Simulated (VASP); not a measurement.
## La2O3: input slips in a relaxation and what they do

Aim: see how common mistakes in a VASP relaxation show up, on La2O3. The starting structure is a computed structure from the Materials Project. The first relaxation on each setting starts from this cell expanded by 3 % in volume.

Calculated with VASP 6.6.1; Kohn-Sham DFT with plane waves and PAW; PBEsol.

### Step 1. Set-up

Symmetry: P-3m1, No. 164, trigonal system. Conventional cell: a = 3.931 Å, b = 3.931 Å, c = 6.112 Å, α = 90.00°, β = 90.00°, γ = 120.00°. Nearest to La lie 7 O at 2.36 to 2.72 Å. Nearest to O lie 6 La at 2.72 Å. Nearest to O lie 4 La at 2.36 to 2.44 Å. Farther neighbours and most contacts between anions are not listed.

Coordinates:

```xyz
5
Lattice="3.9308 0.0000 0.0000 -1.9654 3.4042 0.0000 0.0000 0.0000 6.1120" Properties=species:S:1:pos:R:3 pbc="T T T"
La    0.0000    2.2694    1.5050
La    1.9654    1.1347    4.6070
O     0.0000    0.0000    0.0000
O     0.0000    2.2694    3.9477
O     1.9654    1.1347    2.1643
```

### Step 2. Reference relaxation

This run starts from the cell of an earlier relaxation, which isn't shown; the restart sets up the plane waves anew.

INCAR reads:

```
SYSTEM = La2O3
PREC = Accurate
ENCUT = 520
EDIFF = 1E-06
NELM = 100
ISMEAR = 0
SIGMA = 0.03
LREAL = .FALSE.
ALGO = Normal
GGA = PS
NBANDS = 26
LASPH = .TRUE.
LORBIT = 11
LWAVE = .FALSE.
LCHARG = .FALSE.
KPAR = 8
IBRION = 2
NSW = 50
ISIF = 3
EDIFFG = -0.006
```

POSCAR reads:

```
La2O3
1.0
    3.9044200537      0.0000000000      0.0000000000
   -1.9522100268      3.3813269535      0.0000000000
    0.0000000000      0.0000000000      6.0388166838
La O
2 3
Direct
    0.3333333333      0.6666666667      0.2453358590
    0.6666666667      0.3333333333      0.7546641410
    0.0000000000      0.0000000000      0.0000000000
    0.3333333333      0.6666666667      0.6459566028
    0.6666666667      0.3333333333      0.3540433972
```

KPOINTS reads:

```
Automatic mesh
0
Gamma
6 6 4
0 0 0
```

Potentials, in the order of the species: La and O (PBE family, release 64).

Command:

```
> mpirun -np 8 vasp_std
```

The log of the run:

```text
[banner, memory and clock lines left out]
running    8 mpi-ranks, on    1 nodes
 distrk:  each k-point on    1 cores,    8 groups
 distr:  one band on    1 cores,    1 groups

 POSCAR found type information on POSCAR LaO
 POSCAR found :  2 types and       5 ions
|                                                                             |
|           W    W    AA    RRRRR   N    N  II  N    N   GGGG   !!!           |
|           W    W   A  A   R    R  NN   N  II  NN   N  G    G  !!!           |
|           W    W  A    A  R    R  N N  N  II  N N  N  G       !!!           |
|           W WW W  AAAAAA  RRRRR   N  N N  II  N  N N  G  GGG   !            |
|           WW  WW  A    A  R   R   N   NN  II  N   NN  G    G                |
|           W    W  A    A  R    R  N    N  II  N    N   GGGG   !!!           |
|                                                                             |
|     For optimal performance we recommend to set                             |
|       NCORE = 2 up to number-of-cores-per-socket                            |
|     NCORE specifies how many cores store one orbital (NPAR=cpu/NCORE).      |
|     This setting can greatly improve the performance of VASP for DFT.       |
|     The default, NCORE=1 might be grossly inefficient on modern             |
|     multi-core architectures or massively parallel machines. Do your        |
|     Unfortunately you need to use the default for GW and RPA                |
|     calculations (for HF NCORE is supported but not extensively tested      |
|     yet).                                                                   |
|                                                                             |

|                                                                             |
|               ----> ADVICE to this user running VASP <----                  |
|                                                                             |
|     You enforced a specific xc type in the INCAR file but a different       |
|     [... a line on the potential file left out ...]
|     I HOPE YOU KNOW WHAT YOU ARE DOING!                                     |
|                                                                             |

 LDA part: xc-table for (Slater+PW92), standard interpolation
 POSCAR, INCAR and KPOINTS ok, starting setup
 FFT: planning ... GRIDC
 FFT: planning ... GRID_SOFT
 FFT: planning ... GRID
 WAVECAR not read
 entering main loop
       N       E                     dE             d eps       ncg     rms          rms(c)
DAV:   1     0.462882351567E+03    0.46288E+03   -0.15626E+04  1296   0.238E+03
DAV:   2     0.829134806902E+02   -0.37997E+03   -0.37067E+03  1728   0.380E+02
DAV:   3    -0.325140963567E+02   -0.11543E+03   -0.11310E+03  2180   0.199E+02
DAV:   4    -0.477510778708E+02   -0.15237E+02   -0.15212E+02  2120   0.783E+01
DAV:   5    -0.487521444422E+02   -0.10011E+01   -0.10005E+01  2184   0.236E+01    0.139E+01
DAV:   6    -0.438442075628E+02    0.49079E+01   -0.43436E+01  1984   0.385E+01    0.740E+00
DAV:   7    -0.437604578732E+02    0.83750E-01   -0.46266E+00  2400   0.207E+01    0.347E+00
DAV:   8    -0.437172476615E+02    0.43210E-01   -0.52618E-01  2168   0.599E+00    0.114E+00
DAV:   9    -0.437073882793E+02    0.98594E-02   -0.78529E-02  2264   0.220E+00    0.347E-01
DAV:  10    -0.437087515725E+02   -0.13633E-02   -0.23688E-02  2120   0.109E+00    0.159E-01
DAV:  11    -0.437095067336E+02   -0.75516E-03   -0.72660E-03  2280   0.654E-01    0.127E-01
DAV:  12    -0.437094360424E+02    0.70691E-04   -0.19703E-03  1912   0.297E-01    0.507E-02
DAV:  13    -0.437094587225E+02   -0.22680E-04   -0.84870E-04  2256   0.200E-01    0.214E-02
DAV:  14    -0.437094580016E+02    0.72081E-06   -0.83175E-05  2248   0.809E-02    0.615E-03
DAV:  15    -0.437094591310E+02   -0.11294E-05   -0.73058E-06  2008   0.200E-02    0.463E-03
DAV:  16    -0.437094591412E+02   -0.10165E-07   -0.44539E-06  1816   0.134E-02
   1 F= -.43709459E+02 E0= -.43709459E+02  d E =-.437095E+02
 curvature:   0.00 expect dE= 0.000E+00 dE for cont linesearch  0.000E+00
 trial: gam= 0.00000 g(F)=  0.402E-05 g(S)=  0.106E-04 ort = 0.000E+00 (trialstep = 0.100E+01)
 search vector abs. value=  0.146E-04
 reached required accuracy - stopping structural energy minimisation
```

Elapsed: 11 s, on 8 MPI ranks of Intel Xeon 6975P-C (Granite Rapids), shared host; peak memory 1.9 GiB; 68 s of CPU time.

Lines that name or quote the potential files are left out of all logs, and their timing lines are given in words.

Parts of OUTCAR (step 2):

```text
ion  position               nearest neighbor table
   1  0.333  0.667  0.245-   5 2.35   5 2.35   5 2.35   4 2.42   3 2.70   3 2.70   3 2.70
   2  0.667  0.333  0.755-   4 2.35   4 2.35   4 2.35   5 2.42   3 2.70   3 2.70   3 2.70
   3  0.000  0.000  0.000-   1 2.70   2 2.70   1 2.70   2 2.70   2 2.70   1 2.70
   4  0.333  0.667  0.646-   2 2.35   2 2.35   2 2.35   1 2.42
   5  0.667  0.333  0.354-   1 2.35   1 2.35   1 2.35   2 2.42

  LATTYP: Found a hexagonal cell.
 ALAT       =     3.9044200537
 C/A-ratio  =     1.5466616298

 Subroutine GETGRP returns: Found 12 space group operations
 (whereof 12 operations were pure point group operations)

The static configuration has the point symmetry D_3d.

 Found     24 irreducible k-points:

   k-points           NKPTS =     24   k-points in BZ     NKDIM =     24   number of bands    NBANDS=     26

   dimension x,y,z NGX =    30 NGY =   30 NGZ =   48
   dimension x,y,z NGXF=    60 NGYF=   60 NGZF=   96

   ENCUT  =  520.0 eV  38.22 Ry    6.18 a.u.   7.26  7.26 11.23*2*pi/ulx,y,z

   NELECT =      40.0000    total number of electrons

 k-points in reciprocal lattice and weights: Automatic mesh
   0.00000000  0.00000000  0.00000000       0.007
   0.16666667  0.00000000  0.00000000       0.042
   0.33333333  0.00000000  0.00000000       0.042
   0.50000000  0.00000000  0.00000000       0.021
   0.16666667  0.16666667  0.00000000       0.042
   0.33333333  0.16666667  0.00000000       0.083
   0.33333333  0.33333333  0.00000000       0.014
   0.00000000  0.00000000  0.25000000       0.014
   0.16666667  0.00000000  0.25000000       0.042
[...]
0.33333333  0.16666667  0.50000000       0.083
   0.33333333  0.33333333  0.50000000       0.014

 average (electrostatic) potential at core
       1 -94.5141       2 -94.5141       3 -66.3770       4 -66.8709       5 -66.8709

 E-fermi :   6.2284

 k-point     1 :       0.0000    0.0000    0.0000
  band No.  band energies     occupation
    ...
     16       3.9443      2.00000
     17       4.3196      2.00000
     18       5.6478      2.00000
     19       5.6478      2.00000
     20       5.9276      2.00000
     21      10.3930      0.00000
     22      10.6607      0.00000
     23      10.6607      0.00000
     24      11.3312      0.00000
     25      11.6492      0.00000
    ...

 k-point     2 :       0.1667    0.0000    0.0000
  band No.  band energies     occupation
    ...
     16       4.0586      2.00000
     17       4.9111      2.00000
     18       5.2805      2.00000
     19       5.6432      2.00000
     20       5.8480      2.00000
     21      10.4794      0.00000
     22      10.7389      0.00000
     23      10.8874      0.00000
     24      11.4450      0.00000
     25      11.5883      0.00000
    ...

 k-point     3 :       0.3333    0.0000    0.0000
  band No.  band energies     occupation
    ...
     16       4.8092      2.00000
     17       5.0676      2.00000
     18       5.2400      2.00000
     19       5.7218      2.00000
     20       5.7841      2.00000
     21      10.0807      0.00000
     22      10.8568      0.00000
     23      11.3028      0.00000
     24      11.4840      0.00000
     25      11.4975      0.00000
    ...

  Total       -0.0133764     -0.0133764     -0.0272306     -0.0000000      0.0000000      0.0000000
  in kB       -0.2688147     -0.2688147     -0.5472322     -0.0000000      0.0000000      0.0000000
  external PRESSURE =      -0.3616205 kB  Pullay stress =       0.0000000 kB

  energy-cutoff  :      520.00
  volume of cell :       79.73
      direct lattice vectors                 reciprocal lattice vectors
     3.904420054  0.000000000  0.000000000     0.256119984  0.147870941  0.000000000
    -1.952210027  3.381326953  0.000000000     0.000000000  0.295741883  0.000000000
     0.000000000  0.000000000  6.038816684     0.000000000  0.000000000  0.165595356

 POSITION                                       TOTAL-FORCE (eV/Angst)
 -----------------------------------------------------------------------------------
     -0.00000      2.25422      1.48154         0.000000      0.000000      0.005315
      1.95221      1.12711      4.55728        -0.000000     -0.000000     -0.005315
      0.00000      0.00000      0.00000         0.000000      0.000000      0.000000
     -0.00000      2.25422      3.90081         0.000000      0.000000      0.003668
      1.95221      1.12711      2.13800         0.000000      0.000000     -0.003668
 -----------------------------------------------------------------------------------
    total drift:                               -0.000000      0.000000      0.000000

  FREE ENERGIE OF THE ION-ELECTRON SYSTEM (eV)
  ---------------------------------------------------
  free  energy   TOTEN  =       -43.7094591412 eV

  energy  without entropy=      -43.7094591412  energy(sigma->0) =      -43.70945914

 reached required accuracy - stopping structural energy minimisation

 total charge
# of ion       s       p       d       f       tot
--------------------------------------------------
    1        2.038   5.681   0.672   0.253   8.644
    2        2.038   5.681   0.672   0.253   8.644
    3        1.553   3.369   0.000   0.000   4.922
    4        1.567   3.453   0.000   0.000   5.020
    5        1.567   3.453   0.000   0.000   5.020
--------------------------------------------------
tot          8.762  21.636   1.345   0.506  32.249

[... 3 further parts left out ...]
```

CONTCAR:

```
La2O3
   1.00000000000000
     3.9044200537000000    0.0000000000000000    0.0000000000000000
    -1.9522100268000000    3.3813269534999999    0.0000000000000000
     0.0000000000000000    0.0000000000000000    6.0388166838000004
  La              O
     2     3
Direct
     0.3333333332999970    0.6666666667000030    0.2453358590000008
     0.6666666667000030    0.3333333332999970    0.7546641409999992
     0.0000000000000000    0.0000000000000000    0.0000000000000000
     0.3333333332999970    0.6666666667000030    0.6459566027999983
     0.6666666667000030    0.3333333332999970    0.3540433972000017
```

The PAW data sets were made with PBE, which is usual practice but a small mismatch for other functionals. The run keeps the 12 symmetry operations of its start, so it cannot find a distortion of lower symmetry.

The reference relaxation ends at 15.945 Å³ an atom.

### Step 3. Relaxation with a smearing far too wide

A slip made on purpose: a smearing far too wide. Against step 2 the input has SIGMA = 2 (also changed: NELM).

Changes to INCAR since step 2:

```diff
@@ -4,5 +4,5 @@
 EDIFF = 1E-06
-NELM = 100
+NELM = 60
 ISMEAR = 0
-SIGMA = 0.03
+SIGMA = 2
 LREAL = .FALSE.
```

POSCAR reads:

```
La2O3
1.0
    3.9696990021      0.0000000000      0.0000000000
   -1.9848495010      3.4378601812      0.0000000000
    0.0000000000      0.0000000000      6.1724718471
La O
2 3
Direct
    0.3333333333      0.6666666667      0.2462356800
    0.6666666667      0.3333333333      0.7537643200
    0.0000000000      0.0000000000      0.0000000000
    0.3333333333      0.6666666667      0.6458906500
    0.6666666667      0.3333333333      0.3541093500
```

KPOINTS is that of step 2.

Command:

```
> mpirun -np 8 vasp_std
```

The log of the run:

```text
[banner, memory and clock lines left out]
running    8 mpi-ranks, on    1 nodes
[...]
[... a notice as in an earlier step ...]

 [... a notice as in an earlier step ...]

 LDA part: xc-table for (Slater+PW92), standard interpolation
 POSCAR, INCAR and KPOINTS ok, starting setup
[...]
entering main loop
       N       E                     dE             d eps       ncg     rms          rms(c)
DAV:   1     0.464878197092E+03    0.46488E+03   -0.15824E+04  1296   0.234E+03
DAV:   2     0.756887972915E+02   -0.38919E+03   -0.37614E+03  1768   0.379E+02
DAV:   3    -0.326113609515E+02   -0.10830E+03   -0.96742E+02  2138   0.206E+02
DAV:   4    -0.477605419158E+02   -0.15149E+02   -0.15006E+02  2150   0.780E+01
[...]
DAV:  37    -0.439582240576E+02   -0.11696E-05   -0.11697E-05   762   0.233E-03    0.103E-03
DAV:  38    -0.439582250819E+02   -0.10243E-05   -0.10246E-05   762   0.211E-03    0.107E-03
DAV:  39    -0.439582259888E+02   -0.90691E-06   -0.90661E-06   762   0.201E-03
   1 F= -.43958226E+02 E0= -.43074481E+02  d E =-.439582E+02
[... from here on, the cycles between the ionic steps are left out ...]
   2 F= -.43964940E+02 E0= -.43215221E+02  d E =-.671437E-02
   3 F= -.44011334E+02 E0= -.43202109E+02  d E =-.531084E-01
   4 F= -.44011327E+02 E0= -.43203393E+02  d E =-.531007E-01
   5 F= -.44013136E+02 E0= -.43205393E+02  d E =-.180978E-02
   6 F= -.44013584E+02 E0= -.43205579E+02  d E =-.225706E-02
   7 F= -.44013766E+02 E0= -.43203585E+02  d E =-.182050E-03
   8 F= -.44013782E+02 E0= -.43202622E+02  d E =-.198652E-03
   9 F= -.44013873E+02 E0= -.43204180E+02  d E =-.910449E-04
  10 F= -.44013879E+02 E0= -.43204287E+02  d E =-.964916E-04
  11 F= -.44013872E+02 E0= -.43204877E+02  d E =-.897538E-04
  12 F= -.44013880E+02 E0= -.43204784E+02  d E =-.974830E-04
  13 F= -.44013880E+02 E0= -.43204552E+02  d E =-.975547E-04
  14 F= -.44013880E+02 E0= -.43204423E+02  d E =-.975437E-04
  15 F= -.44013914E+02 E0= -.43204472E+02  d E =-.340183E-04
  16 F= -.44013932E+02 E0= -.43204433E+02  d E =-.520117E-04
  17 F= -.44013941E+02 E0= -.43204474E+02  d E =-.607281E-04
[...]
reached required accuracy - stopping structural energy minimisation
```

Elapsed: 1.9 min, on 8 MPI ranks; peak memory 2.2 GiB; 11 min of CPU time.

Parts of OUTCAR (step 3):

```text
  Total        0.0008464      0.0008464     -0.0084527      0.0000000      0.0000000     -0.0000000
  in kB        0.0168232      0.0168232     -0.1680155      0.0000000      0.0000000     -0.0000000
  external PRESSURE =      -0.0447897 kB  Pullay stress =       0.0000000 kB

 POSITION                                       TOTAL-FORCE (eV/Angst)
 -----------------------------------------------------------------------------------
     -0.00000      2.26493      1.48409        -0.000000     -0.000000      0.001893
      1.96149      1.13246      4.56366         0.000000      0.000000     -0.001893
      0.00000      0.00000      0.00000         0.000000     -0.000000      0.000000
     -0.00000      2.26493      3.90789         0.000000      0.000000     -0.001328
      1.96149      1.13246      2.13987        -0.000000     -0.000000      0.001328
 -----------------------------------------------------------------------------------
    total drift:                               -0.000000      0.000000     -0.000000

  FREE ENERGIE OF THE ION-ELECTRON SYSTEM (eV)
  ---------------------------------------------------
  free  energy   TOTEN  =       -44.0139406924 eV

  energy  without entropy=      -42.3950070549  energy(sigma->0) =      -43.20447387

[... 2 parts as in an earlier step ...]

[... 2 further parts left out ...]
[key lines of the parts left out:]
E-fermi :   8.0627
```

Logs of long relaxations may skip ionic steps without a mark.

With a smearing far too wide the cell ends at 16.121 Å³ an atom, +1.10 % from the reference.

### Step 4. Relaxation with a functional's name that the tag doesn't take

A slip made on purpose: a functional's name that the tag doesn't take. Against step 2 the input has GGA = PBESOL (also changed: NELM).

Changes to INCAR since step 3:

```diff
@@ -6,6 +6,6 @@
 ISMEAR = 0
-SIGMA = 2
+SIGMA = 0.03
 LREAL = .FALSE.
 ALGO = Normal
-GGA = PS
+GGA = PBESOL
 NBANDS = 26
```

POSCAR is that of step 3.

KPOINTS is that of step 3.

Command:

```
> mpirun -np 8 vasp_std
```

The log of the run:

```text
[banner, memory and clock lines left out]
running    8 mpi-ranks, on    1 nodes
[...]
|                                                                             |
|           W    W    AA    RRRRR   N    N  II  N    N   GGGG   !!!           |
|           W    W   A  A   R    R  NN   N  II  NN   N  G    G  !!!           |
|           W    W  A    A  R    R  N N  N  II  N N  N  G       !!!           |
|           W WW W  AAAAAA  RRRRR   N  N N  II  N  N N  G  GGG   !            |
|           WW  WW  A    A  R   R   N   NN  II  N   NN  G    G                |
|           W    W  A    A  R    R  N    N  II  N    N   GGGG   !!!           |
|                                                                             |
|     For optimal performance we recommend to set                             |
|       NCORE = 2 up to number-of-cores-per-socket                            |
|     NCORE specifies how many cores store one orbital (NPAR=cpu/NCORE).      |
|     This setting can greatly improve the performance of VASP for DFT.       |
[...]
|     calculations (for HF NCORE is supported but not extensively tested      |
|     yet).                                                                   |
|                                                                             |

|                                                                             |
|     EEEEEEE  RRRRRR   RRRRRR   OOOOOOO  RRRRRR      ###     ###     ###     |
|     E        R     R  R     R  O     O  R     R     ###     ###     ###     |
|     E        R     R  R     R  O     O  R     R     ###     ###     ###     |
|     EEEEE    RRRRRR   RRRRRR   O     O  RRRRRR       #       #       #      |
|     E        R   R    R   R    O     O  R   R                               |
|     E        R    R   R    R   O     O  R    R      ###     ###     ###     |
|     EEEEEEE  R     R  R     R  OOOOOOO  R     R     ###     ###     ###     |
|                                                                             |
|     Error: One of the selected functionals does not exist.                  |
|                                                                             |
|       ---->  I REFUSE TO CONTINUE WITH THIS SICK JOB ... BYE!!! <----       |
|                                                                             |

1
1
1
1
1
1
1
1
```

It took 5.6 s on 8 MPI ranks.

VASP stopped with this message: “Error: One of the selected functionals does not exist”.

(Part 1 of 2 ends here.)

[Lines on the potential files, build, host, timing and source positions are cut from VASP's logs without a mark.]

[Logs are printed without paths, hosts, clocks, repeated set-up lines and the standing remarks that a program may print on its own settings, such as how far it seeks lower states.]

[Hosts, paths, dates, database ids (printed as entryN), source tags and the programs' standing remarks are cut or masked in the printed files.]
